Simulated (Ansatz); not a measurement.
# ZnO (zincite) (P6_3mc) in Ansatz: settings compared

One crystal, ZnO (zincite), is run at these levels: PBE, BLYP+D3(BJ); tasks: elastic constants, single point, equation of state.

Everything below comes from runs of Ansatz 0.2.0. Logs are shortened: lines on timing, memory, paths and dates and some standing lists are left out, and cuts for length are marked.

**The experiment to reproduce.**

From “Electronic structure of alkaline earth and post-transition metal oxides”, 2009, arxiv:0908.1581, for a bulk crystal of ZnO: band gap 3.37 eV.

The results are compared with them further down.

## (1) The crystal as given

The structure is hexagonal, space group P6_3mc (No. 186). Conventional cell: a = 3.249 Å, b = 3.249 Å, c = 5.206 Å, α = 90.00°, β = 90.00°, γ = 120.00°. Zn (site symmetry 3m) has 4 O at 1.97 to 1.98 Å as nearest neighbours. O (site symmetry 3m) is surrounded by 4 Zn at 1.97 to 1.98 Å.

## (2) Elastic constants, PBE

File input.yaml:

```yaml
crystal:
  lattice:
    - [3.249308, 0.0, 0.0]
    - [-1.624654, 2.8139832727, 0.0]
    - [0.0, 0.0, 5.205709]
  atoms:
    - { symbol: Zn, position: [0.6666666667, 0.3333333333, 0.0] }
    - { symbol: Zn, position: [0.3333333333, 0.6666666667, 0.5] }
    - { symbol: O, position: [0.3333333333, 0.6666666667, 0.87901] }
    - { symbol: O, position: [0.6666666667, 0.3333333333, 0.37901] }
hamiltonian:
  xc: pbe
  pseudopotentials: { kind: paw }
kpoints:
  mp_grid: { grid: [8, 8, 5] }
scf:
  occupations: { method: fixed }
output:
  forces: true
  stress: true
elastic:
  mode: clamped_ion
  stencil: two_point
```

Potentials or basis: Ansatz PAW.

The run is started by

```bash
$ ansatz run input.yaml --threads 2 --pin off --max-ram 5120MiB --backend cpu --events-out ev --progress --plain --runs-dir out
```

The log of the run:

```text
Warning: RAYON_NUM_THREADS=2 ignored (pool sized by the plan → 2); use --threads N
Engine: ansatz 0.2.0, x86_64-unknown-linux-gnu
Pseudopotentials: kind: paw
Pseudopotential: Zn, paw, valence charge 12, recommended cutoff 420 eV (normal), Zn.paw.azcp
Pseudopotential: O, paw, valence charge 6, recommended cutoff 420 eV (normal), O.paw.azcp
Functional definition: PBE
  parameter kappa = 0.804
  parameter beta = 0.06672455060314922
  exchange = pbe_x(kappa = kappa, mu = beta*pi^2/3)
  correlation = pbe_c(beta = beta)
Crystal: 4 atoms, lattice volume = 47.598 Å³
Basis set: ecut = 420 eV, 941 PW (Γ), exchange–correlation on 48×48×72 points (8 copies of the dense FFT grid, shifted against one another)
Bands: 22, of which v1, the nominal top of the filled ones, is band 18 counted from 1 (17 counted from 0)
Symmetry: 12 space group operations
Space group: P63mc (ITA 186), of the structure as read, at distance tolerance 3.6e-5 Å
k-points: 30 of 320 (time reversal used)
Non-local potential: Zn, projectors of the file, l = 0: 2, l = 1: 2, l = 2: 3, l = 3: 1
Non-local potential: O, projectors of the file, l = 0: 2, l = 1: 2, l = 2: 1
PAW form: soft (Blöchl's): semilocal exchange-correlation on the pseudo side does not see the compensation charge
PAW one-centre angular grid: Zn, 590 points (default); XC on 64 Gauss nodes
PAW one-centre angular grid: O, 110 points (default); XC on 64 Gauss nodes
Initial density: superposition of atomic densities (neutral atoms: chi_scale 0, normalization atom), corrected by the library's trained network
Initial wavefunctions: pseudopotential atomic-orbital guess
Functional: x = pbe(κ = 0.804, μ = 0.2195149727645171), c = pbe(β = 0.06672455060314922)
SCF iter   1: F=—  HF=-7773.664877 eV  |F-HF|=—  |Δ(HF+E_count)|=         —  Δρ=6.65e-4  dr2=6.43e-5  ethr=1.77e-3  ⟨swp⟩=5.2  Hψ=2698  notcnv=0  defer=54
preconditioner: auto → Resta (q_TF=auto, 2.604 Å⁻¹)  ε∞=7.5  [insulator: Δε(μ)=0.806 eV  Ē_g=12.692 eV  n_scr=22 (ndim 8)  ℏωp=32.3 eV  f_vac=0.035  ε∞_Penn≈7.5]
SCF iter   2: F=—  HF=-7773.666003 eV  |F-HF|=—  |Δ(HF+E_count)|=   1.13e-3  Δρ=3.98e-4  dr2=2.55e-5  ethr=1.79e-7  ⟨swp⟩=2.8  Hψ=1715  notcnv=0  defer=60
SCF iter   3: F=—  HF=-7773.666092 eV  |F-HF|=—  |Δ(HF+E_count)|=   8.92e-5  Δρ=2.18e-4  dr2=1.04e-5  ethr=7.10e-8  ⟨swp⟩=2.0  Hψ=1154  notcnv=0  defer=22
[... 3 lines left out ...]
SCF iter   7: F=—  HF=-7773.666129 eV  |F-HF|=—  |Δ(HF+E_count)|=   8.70e-8  Δρ=2.79e-6  dr2=3.54e-9  ethr=8.69e-11  ⟨swp⟩=2.0  Hψ=1186  notcnv=0  defer=1
SCF iter   8: F=—  HF=-7773.666129 eV  |F-HF|=—  |Δ(HF+E_count)|=  4.93e-10  Δρ=7.56e-7  dr2=2.62e-10  ethr=9.82e-12  ⟨swp⟩=2.0  Hψ=1122  notcnv=0  defer=1
SCF iter   9: F=—  HF=-7773.666129 eV  |F-HF|=—  |Δ(HF+E_count)|=  1.83e-10  Δρ=1.11e-7  dr2=4.79e-12  ethr=7.27e-13 (applied; sched 1.00e-12)  ⟨swp⟩=2.0  Hψ=1155  notcnv=0  defer=1
[... 101 lines left out ...]
  E_vpaw       = -879.454418  (= ΣTr[D̂ρ^β])
  E_aug_tail   = 0.004244  (compensation charges beyond the density's cutoff)
  E_ewald      = -2962.594745
  E_smearing   = -0.000000  (= −TS)
  E_closure    = 0.000000  (closes the sum)
  Σ components = -7773.666129   (vs F -7773.666129, Δ=0.00e0)
--- Forces (eV/Å), atoms counted from 1 ---
  atom   1  Zn     0.00000000     0.00000000    -0.06990732
  atom   2  Zn     0.00000000    -0.00000000    -0.06990732
  atom   3  O     -0.00000000     0.00000000     0.06990795
  atom   4  O      0.00000000    -0.00000000     0.06990795
  max |Σ_I F_I| component: 1.27e-6 eV/Å
--- Stress (GPa, compression-positive) ---
        4.344930       0.000000       0.000000
        0.000000       4.344930      -0.000000
        0.000000      -0.000000       6.051330
  P = ⅓ Tr σ = 4.9137 GPa (49.137 kbar)
--- Band table (eV; the first three rows and the last of 30) ---
  k-point 0: bands = ["-10.8510", "-10.1173", "1.5266", "1.5266", "1.5658", "1.6117", "1.7239", "1.7239", "2.6964", "2.6964", "2.9100", "2.9100", "3.1771", "6.4119", "6.4119", "7.1495", "7.2221", "7.2221", "8.0265", "12.4529", "15.4879", "20.0995"]
  k-point 1: bands = ["-10.7844", "-10.1910", "1.4523", "1.4935", "1.5366", "1.5366", "1.6951", "1.6951", "2.7244", "2.7244", "2.8982", "2.8982", "3.6144", "6.4387", "6.4908", "6.4908", "7.1462", "7.1462", "8.8641", "12.1202", "15.7890", "20.0909"]
  k-point 2: bands = ["-10.6068", "-10.3802", "1.3078", "1.3543", "1.5712", "1.5712", "1.6312", "1.6312", "2.7905", "2.7905", "2.8575", "2.8575", "4.5070", "5.4822", "6.6962", "6.6962", "6.9467", "6.9467", "10.0895", "11.2530", "16.6824", "18.1723"]
  k-point 29: bands = ["-10.0151", "-9.9854", "1.4187", "1.4672", "1.7214", "1.8844", "2.2286", "2.2370", "2.7374", "2.7637", "3.1393", "3.1833", "3.4909", "3.5953", "4.4222", "4.9905", "5.8291", "6.0236", "14.3139", "14.6606", "15.4611", "15.9029"]
--- Elastic constants: 3 strain directions × 2 members + reference (group order 12) ---
  dense FFT box of the reference and of every strained cell: 24×24×36
  strains applied: 11, 33, 23; error gains: componentwise 1.00 (the most a stress slope's error grows in a printed constant), spectral 1.41 (1 for all six strains in a standard setting)
  C = ∂σ_k/∂η_j (tension-positive GPa; Voigt order 11 22 33 23 13 12):
       271.697     99.000     73.858     -0.000      0.000      0.000
        99.000    271.697     73.858     -0.000      0.000     -0.000
        75.355     75.355    309.655     -0.000      0.000     -0.000
         0.000     -0.000      0.000     53.005      0.000      0.000
        -0.000      0.000      0.000     -0.000     53.005      0.000
        -0.000      0.000      0.000     -0.000      0.000     86.349
  reference stress σ⁰ (GPa):     -4.345     -4.345     -6.051      0.000     -0.000     -0.000
  C* (energy form; C + prestress term) asymmetry max|C*_kj − C*_jk| = 2.098e-1 GPa — a small one proves nothing (zero by symmetry where the batch's group is 432, −43m or m−3m); a large one is finite-difference/SCF noise where every solve meets its electron count
  moduli (Voigt/Reuss/Hill, GPa): K = 149.94/149.88/149.91   G = 78.79/71.87/75.33   E = 193.57   ν = 0.285
  mechanically stable: yes (min eigenvalue of sym C = 53.01 GPa)
  strain η (Voigt 11):  stress-route row diagonal C_11 = 271.70 GPa, energy-path curvature d²(F+E_count+ΔE)/dδ²/Ω₀ = 275.20 GPa
         δ    σ_11 (GPa)             F (eV)   n_scf  n_hpsi   n_pw
    -2.000e-3      -4.8920       -7773.6634376      10   32412    947
     2.000e-3      -3.8052       -7773.6685932       9   28955    949
  strain η (Voigt 33):  stress-route row diagonal C_33 = 309.65 GPa, energy-path curvature d²(F+E_count+ΔE)/dδ²/Ω₀ = 312.66 GPa
         δ    σ_33 (GPa)             F (eV)   n_scf  n_hpsi   n_pw
    -2.000e-3      -6.6746       -7773.6622704      10   15367    947
     2.000e-3      -5.4359       -7773.6695375       8   12718    959
  strain η (Voigt 23):  stress-route row diagonal C_44 = 53.01 GPa, energy-path curvature d²(F+E_count+ΔE)/dδ²/Ω₀ = 56.79 GPa
         δ    σ_23 (GPa)             F (eV)   n_scf  n_hpsi   n_pw
    -2.000e-3      -0.1060       -7773.6661292      10   49227    949
     2.000e-3       0.1060       -7773.6661292       8   39679    949
```

elastic.tsv:

```text
# convention: tension-positive GPa; Voigt order 11 22 33 23 13 12; engineering shear strains; stresses and constants hold the Pulay correction, whose part of sigma0, of c and of each member's stress the lines and columns named pulay_correction_..._gpa give (of c_energy it is that of c and, on the columns of strains 1 to 3, that of sigma0; of a layer's constants it is that of c in the plane, times a tenth of its plane spacing in ang); where a line pulay_correction_withheld stands none holds it
[... 15 lines left out ...]
6	-8.8817754518e-16	2.9605947323e-16	4.3726227356e-22	-1.0956450007e-32	0.0000000000e0	8.6348780913e1	-1.6293331238e-15	-4.4509610534e-16	-7.4115514131e-16	-1.0956450007e-32	0.0000000000e0	8.6348780913e1	2.3129566227e-18	-6.9388939039e-18	-4.0059537719e-24	2.5679110400e-34	0.0000000000e0	2.1744112874e-1
```

elastic_members.tsv:

```text
# convention: tension-positive GPa; Voigt order 11 22 33 23 13 12; engineering shear strains; stresses and constants hold the Pulay correction, whose part of sigma0, of c and of each member's stress the lines and columns named pulay_correction_..._gpa give (of c_energy it is that of c and, on the columns of strains 1 to 3, that of sigma0; of a layer's constants it is that of c in the plane, times a tenth of its plane spacing in ang); where a line pulay_correction_withheld stands none holds it
[... 24 lines left out ...]
3	2.0000000000e-3	-4.3447811509e0	-4.3450579658e0	-6.0508824361e0	1.0601040510e-1	-0.0000000000e0	-0.0000000000e0	-7.7736661292e3	-7.7736661292e3	8	39679	949	nan	nan	0.0000000000e0	-7.3274488572e-1	-7.3318930843e-1	-7.4134552290e-1	1.0038957963e-3	-0.0000000000e0	-0.0000000000e0	2.0201162397e-4	0.0000000000e0
```

Run time: 12 s. Hardware: 2 threads of Intel Xeon 6975P-C (Granite Rapids), shared host; peak memory 0.44 GiB.

Results:

| Property | Result |
| --- | --- |
| Free energy | -7773.6661 eV |
| Pressure | 4.9 GPa |
| Largest force | 0.070 eV/Å |
| Band gap on the k mesh | 0.80 eV, direct |
| Voigt bulk modulus | 150 GPa |

Forces on the atoms (eV/Å):
```
Zn   0.000  0.000 -0.070
Zn   0.000  0.000 -0.070
O    0.000  0.000  0.070
O    0.000  0.000  0.070
```

Levels at points of the mesh, in eV from the valence-band top:
```csv
k point,band 15,band 16,band 17,band 18,band 19,band 20,band 21,band 22
"(0.00, 0.00, 0.00)",-0.81,-0.07,0.00,0.00,0.80,5.23,8.27,12.88
"(0.00, -0.50, 0.00)",-2.82,-2.28,-1.28,-0.83,5.79,6.88,7.64,8.50
```

Elastic tensor in Voigt notation (GPa, ions clamped, in the Cartesian axes of the cell as first typed):
```
272  99  74   0   0   0
 99 272  74   0   0   0
 75  75 310   0   0   0
  0   0   0  53   0   0
  0   0   0   0  53   0
  0   0   0   0   0  86
```

Caveat: the cell is more than 3 GPa from zero pressure, which shifts response properties; odd divisions of the mesh miss points on the zone boundary, where band edges often lie, so the gap on the mesh can be too wide; the pressure holds a Pulay correction of +0.7 GPa for the finite cutoff.

## (3) Single point, BLYP+D3(BJ), 11.19 Å³/atom (volume scaled by 0.94)

File input.yaml:

```yaml
crystal:
  lattice:
    - [3.1829769797, 0.0, 0.0]
    - [-1.5914884899, 2.7565389241, 0.0]
    - [0.0, 0.0, 5.0994402224]
  atoms:
    - { symbol: Zn, position: [0.6666666667, 0.3333333333, 0.0] }
    - { symbol: Zn, position: [0.3333333333, 0.6666666667, 0.5] }
    - { symbol: O, position: [0.3333333333, 0.6666666667, 0.87901] }
    - { symbol: O, position: [0.6666666667, 0.3333333333, 0.37901] }
hamiltonian:
  xc: blyp
  pseudopotentials: { kind: paw }
  dispersion: d3bj
kpoints:
  mp_grid: { grid: [9, 9, 5] }
scf:
  occupations: { method: fermi_dirac, width: 0.05 }
output:
  forces: true
  stress: true
  eigenvalues: true
```

Potentials or basis: Ansatz PAW.

The run is started by

```bash
$ ansatz run input.yaml --threads 2 --pin off --max-ram 5120MiB --backend cpu --events-out ev --progress --plain --runs-dir out
```

Wall time 0.97 s (2 threads of Intel Xeon 6975P-C (Granite Rapids), shared host); peak memory 0.37 GiB.

It converged, with:

```
Free energy            : -7798.4814 eV
Pressure               : 13.2 GPa
Largest force          : 0.088 eV/Å
Band gap on the k mesh : 1.06 eV, direct
```

Caveat: odd divisions of the mesh miss points on the zone boundary, where band edges often lie, so the gap on the mesh can be too wide; the pressure holds a Pulay correction of +0.9 GPa for the finite cutoff; the PAW data sets come from PBE, with cores solved anew for the run's functional, which leaves a small shift of forces and pressure.

## (4) Single point, BLYP+D3(BJ), 11.42 Å³/atom (volume scaled by 0.96)

Edit input.yaml of step 3 so:

```diff
@@ -2,5 +2,5 @@
   lattice:
-    - [3.1829769797, 0.0, 0.0]
-    - [-1.5914884899, 2.7565389241, 0.0]
-    - [0.0, 0.0, 5.0994402224]
+    - [3.2053930491, 0.0, 0.0]
+    - [-1.6026965246, 2.7759518096, 0.0]
+    - [0.0, 0.0, 5.1353529565]
   atoms:
@@ -22 +22,5 @@
   eigenvalues: true
+  write_density: true
+  write_potential: true
+  elf: true
+  volumetric_format: npy
```

The run is started by

```bash
$ ansatz run input.yaml --threads 2 --pin off --max-ram 5120MiB --backend cpu --events-out ev --progress --plain --runs-dir out
```

Wall time 1.4 s (2 threads of Intel Xeon 6975P-C (Granite Rapids), shared host); peak memory 0.38 GiB.

It converged, with:

* Free energy: -7798.5485 eV
* Pressure: 9.4 GPa
* Largest force: 0.079 eV/Å
* Band gap on the k mesh: 1.03 eV, direct

Caveat: odd divisions of the mesh miss points on the zone boundary, where band edges often lie, so the gap on the mesh can be too wide; the pressure holds a Pulay correction of +0.9 GPa for the finite cutoff; the PAW data sets come from PBE, with cores solved anew for the run's functional, which leaves a small shift of forces and pressure.

## (5) Single point, BLYP+D3(BJ), 11.66 Å³/atom (volume scaled by 0.98)

Edit input.yaml of step 4 so:

```diff
@@ -2,5 +2,5 @@
   lattice:
-    - [3.2053930491, 0.0, 0.0]
-    - [-1.6026965246, 2.7759518096, 0.0]
-    - [0.0, 0.0, 5.1353529565]
+    - [3.2274999067, 0.0, 0.0]
+    - [-1.6137499533, 2.7950969099, 0.0]
+    - [0.0, 0.0, 5.170770303]
   atoms:
@@ -22,5 +22 @@
   eigenvalues: true
-  write_density: true
-  write_potential: true
-  elf: true
-  volumetric_format: npy
```

The run is started by

```bash
$ ansatz run input.yaml --threads 2 --pin off --max-ram 5120MiB --backend cpu --events-out ev --progress --plain --runs-dir out
```

Run time: 1.1 s. Hardware: 2 threads of Intel Xeon 6975P-C (Granite Rapids), shared host; peak memory 0.37 GiB.

It converged, with:

```
Free energy            : -7798.5940 eV
Pressure               : 6.0 GPa
Largest force          : 0.071 eV/Å
Band gap on the k mesh : 0.99 eV, direct
```

Caveat: odd divisions of the mesh miss points on the zone boundary, where band edges often lie, so the gap on the mesh can be too wide; the pressure holds a Pulay correction of +0.9 GPa for the finite cutoff; the PAW data sets come from PBE, with cores solved anew for the run's functional, which leaves a small shift of forces and pressure.

## (6) Single point, BLYP+D3(BJ), 11.90 Å³/atom

Edit input.yaml of step 5 so:

```diff
@@ -2,5 +2,5 @@
   lattice:
-    - [3.2274999067, 0.0, 0.0]
-    - [-1.6137499533, 2.7950969099, 0.0]
-    - [0.0, 0.0, 5.170770303]
+    - [3.249308, 0.0, 0.0]
+    - [-1.624654, 2.8139832727, 0.0]
+    - [0.0, 0.0, 5.205709]
   atoms:
```

Potentials or basis: Ansatz PAW.

The run is started by

```bash
$ ansatz run input.yaml --threads 2 --pin off --max-ram 5120MiB --backend cpu --events-out ev --progress --plain --runs-dir out
```

Wall time 1 s (2 threads of Intel Xeon 6975P-C (Granite Rapids), shared host); peak memory 0.37 GiB.

It converged, with:

```yaml
Free_energy: -7798.6201 eV
Pressure: 2.9 GPa
Largest_force: 0.064 eV/Å
Band_gap_on_the_k_mesh: 0.96 eV, direct
```

Caveat: odd divisions of the mesh miss points on the zone boundary, where band edges often lie, so the gap on the mesh can be too wide; the pressure holds a Pulay correction of +0.9 GPa for the finite cutoff; the PAW data sets come from PBE, with cores solved anew for the run's functional, which leaves a small shift of forces and pressure.

## (7) Single point, BLYP+D3(BJ), 12.14 Å³/atom (volume scaled by 1.02)

Edit input.yaml of step 6 so:

```diff
@@ -2,5 +2,5 @@
   lattice:
-    - [3.249308, 0.0, 0.0]
-    - [-1.624654, 2.8139832727, 0.0]
-    - [0.0, 0.0, 5.205709]
+    - [3.2708272232, 0.0, 0.0]
+    - [-1.6354136116, 2.8326194666, 0.0]
+    - [0.0, 0.0, 5.2401848988]
   atoms:
```

The run is started by

```bash
$ ansatz run input.yaml --threads 2 --pin off --max-ram 5120MiB --backend cpu --events-out ev --progress --plain --runs-dir out
```

It took 1.1 s on 2 threads of Intel Xeon 6975P-C (Granite Rapids), shared host; peak memory 0.37 GiB.

The run converged. Its results:

```
Free energy            : -7798.6288 eV
Pressure               : 0.1 GPa
Largest force          : 0.057 eV/Å
Band gap on the k mesh : 0.92 eV, direct
```

Caveat: odd divisions of the mesh miss points on the zone boundary, where band edges often lie, so the gap on the mesh can be too wide; the pressure holds a Pulay correction of +0.9 GPa for the finite cutoff; the PAW data sets come from PBE, with cores solved anew for the run's functional, which leaves a small shift of forces and pressure.

## (8) Single point, BLYP+D3(BJ), 12.38 Å³/atom (volume scaled by 1.04)

Edit input.yaml of step 7 so:

```diff
@@ -2,5 +2,5 @@
   lattice:
-    - [3.2708272232, 0.0, 0.0]
-    - [-1.6354136116, 2.8326194666, 0.0]
-    - [0.0, 0.0, 5.2401848988]
+    - [3.2920669561, 0.0, 0.0]
+    - [-1.6460334781, 2.8510136149, 0.0]
+    - [0.0, 0.0, 5.2742130269]
   atoms:
@@ -22 +22,5 @@
   eigenvalues: true
+  write_density: true
+  write_potential: true
+  elf: true
+  volumetric_format: npy
```

The run is started by

```bash
$ ansatz run input.yaml --threads 2 --pin off --max-ram 5120MiB --backend cpu --events-out ev --progress --plain --runs-dir out
```

It took 1.3 s on 2 threads of Intel Xeon 6975P-C (Granite Rapids), shared host; peak memory 0.38 GiB.

It converged, with:

```
Free energy            : -7798.6219 eV
Pressure               : -2.4 GPa
Largest force          : 0.050 eV/Å
Band gap on the k mesh : 0.89 eV, direct
```

Caveat: odd divisions of the mesh miss points on the zone boundary, where band edges often lie, so the gap on the mesh can be too wide; the pressure holds a Pulay correction of +0.8 GPa for the finite cutoff; the PAW data sets come from PBE, with cores solved anew for the run's functional, which leaves a small shift of forces and pressure.

## (9) Single point, BLYP+D3(BJ), 12.61 Å³/atom (volume scaled by 1.06)

Edit input.yaml of step 8 so:

```diff
@@ -2,5 +2,5 @@
   lattice:
-    - [3.2920669561, 0.0, 0.0]
-    - [-1.6460334781, 2.8510136149, 0.0]
-    - [0.0, 0.0, 5.2742130269]
+    - [3.3130361008, 0.0, 0.0]
+    - [-1.6565180504, 2.8691734269, 0.0]
+    - [0.0, 0.0, 5.3078076462]
   atoms:
@@ -22,5 +22 @@
   eigenvalues: true
-  write_density: true
-  write_potential: true
-  elf: true
-  volumetric_format: npy
```

Potentials or basis: Ansatz PAW.

The run is started by

```bash
$ ansatz run input.yaml --threads 2 --pin off --max-ram 5120MiB --backend cpu --events-out ev --progress --plain --runs-dir out
```

Wall time 1.4 s (2 threads of Intel Xeon 6975P-C (Granite Rapids), shared host); peak memory 0.39 GiB.

Results (log left out):

* Free energy: -7798.6009 eV
* Pressure: -4.6 GPa
* Largest force: 0.044 eV/Å
* Band gap on the k mesh: 0.85 eV, direct

Caveat: odd divisions of the mesh miss points on the zone boundary, where band edges often lie, so the gap on the mesh can be too wide; the pressure holds a Pulay correction of +0.8 GPa for the finite cutoff; the PAW data sets come from PBE, with cores solved anew for the run's functional, which leaves a small shift of forces and pressure.

## (10) Equation of state, BLYP+D3(BJ)

Potentials or basis: Ansatz PAW.

This step only gathers the single runs of the series.

What came out:

```
Equilibrium volume                        : 12.15 Å³/atom
Bulk modulus at fixed shape and positions : 134 GPa
Pressure derivative of the bulk modulus   : 4.5
```

Energy against volume, from the lowest point:
```csv
volume (Å³/atom),energy (meV/atom)
11.186,36.85
11.424,20.08
11.662,8.71
11.900,2.17
12.138,0.00
12.376,1.74
12.614,6.97
```

Caveat: the potentials were made for another functional, which shifts forces and pressure; the cell was scaled at fixed shape and fractional positions, which overstates the stiffness of a crystal with free parameters, most of all of layers and chains.

## (11) Comparison with measurements

Step 2. Measured gap of ZnO: 3.37 eV (quoted in “Electronic structure of alkaline earth and post-transition metal oxides”, 2009, arxiv:0908.1581). This calculation gives 0.80 eV (-2.57 eV). So large a miss can be the level of theory's own, or it may mean another phase, state or a wrong row. The value is that of PBE, without temperature or zero-point motion. Semilocal functionals fall short of measured gaps as a rule.
